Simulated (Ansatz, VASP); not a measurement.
## W in VASP and in Ansatz

POSCAR

```
W
1.0
    0.0000000000      2.0567135898      2.0567135898
    2.0567135898      0.0000000000      2.0567135898
    2.0567135898      2.0567135898      0.0000000000
W
1
Direct
    0.0000000000      0.0000000000      0.0000000000
```

File INCAR.step1:

```
PREC     = Accurate       # precision mode
ENCUT    = 520            # plane-wave cutoff, eV
ISMEAR   = -1             # smearing method
SIGMA    = 0.05           # smearing width, eV
LREAL    = F              # projectors in reciprocal space
LASPH    = T              # aspherical terms in the spheres
NELM     = 100            # most SCF steps
NBANDS   = 13             # bands
GGA      = PE             # functional
ALGO     = Normal         # electronic algorithm
EDIFF    = 1E-4           # SCF threshold, eV
LWAVE    = T              # write WAVECAR
LCHARG   = F              # write CHGCAR
```

File INCAR.step2:

```
PREC     = Accurate       # precision mode
ENCUT    = 520            # plane-wave cutoff, eV
EDIFF    = 1E-6           # SCF threshold, eV
ISMEAR   = -1             # smearing method
SIGMA    = 0.05           # smearing width, eV
LREAL    = F              # projectors in reciprocal space
LASPH    = T              # aspherical terms in the spheres
NELM     = 100            # most SCF steps
ALGO     = Normal         # electronic algorithm
ISIF     = 2              # what is computed and relaxed
LWAVE    = F              # write WAVECAR
LCHARG   = T              # write CHGCAR
METAGGA  = R2SCAN         # meta-GGA
LMIXTAU  = T            
LELF     = T              # ELF
LVHAR    = T            
NBANDS   = 13             # bands
ISTART   = 1
```

Contents of KPOINTS:

```
regular mesh
0
Gamma
  11 11 11
```

Contents of input.yaml:

```yaml
crystal:
  lattice:
    - [0.0, 2.0567135898, 2.0567135898]
    - [2.0567135898, 0.0, 2.0567135898]
    - [2.0567135898, 2.0567135898, 0.0]
  atoms:
    - { symbol: W, position: [0.0, 0.0, 0.0] }
hamiltonian:
  xc: r2scan
  pseudopotentials: { kind: paw }
kpoints:
  mp_grid: { grid: [11, 11, 11] }
scf:
  occupations: { method: fermi_dirac, width: 0.05 }
output:
  forces: true
  stress: true
  eigenvalues: true
  write_density: true
  write_potential: true
  elf: true
  volumetric_format: npy
```

This isn't the form of W at room conditions, which is bcc.

Alike in both runs: task single point; functional r2SCAN; k mesh 11 × 11 × 11; occupations fermi-dirac, width 0.05 eV; no spin polarisation.

|  | VASP | Ansatz |
| --- | --- | --- |
| version | VASP 6.6.1 | Ansatz 0.2.0 |
| potentials or method | VASP PAW PBE potentials, release 64 (W_sv) | Ansatz PAW |
| plane-wave cutoff (eV) | 520 | 500 |
| valence electrons in the cell | 14 | 14 |

|  | VASP | Ansatz | Ansatz less VASP |
| --- | --- | --- | --- |
| gap on the k mesh at the Fermi level (eV) | none | none | - |
| pressure (GPa) | -17.9 | -18.7 | -0.79 |

A gap of «none» marks a metal or a gap that the smearing closes. With one functional, cell and mesh, what is left measures potentials, basis and numerics.

Caveats: so large a pressure means that the cell lies far from this level's equilibrium, or that cutoff or potentials fall short (VASP); the potentials were made for another functional, which shifts forces and pressure (VASP); the PAW data sets come from PBE, with cores solved anew for the run's functional, which leaves a small shift of forces and pressure (Ansatz). Spin-orbit coupling is left out, which matters for the levels of W.
